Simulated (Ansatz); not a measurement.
Start from AlSb in the zinc blende structure (space group F-43m, No. 216; a = 6.157 Å). Axes: x, y, z lie along the cube axes.

All numbers come from PBEsol (Ansatz, a program for electronic structure), no spin-orbit coupling.

Base values:

The band gap is 1.14 eV.

Now apply this change: tensile biaxial strain of 0.94 % in the plane normal to [110], as in epitaxy on a mismatched substrate; the out-of-plane cell vector and the atoms relax.

Question: How does this affect the out-of-plane strain?

Answer: The out-of-plane strain is -0.58 %.

Question: Predict the new band gap.

Answer: The band gap falls by 0.07 eV (1.14 eV → 1.07 eV).

A biaxial case was relaxed in a doubled cell and then solved in the primitive one. With Sb present, leaving out spin-orbit coupling can change the band edges. Whether these cells are dynamically stable was not tested.
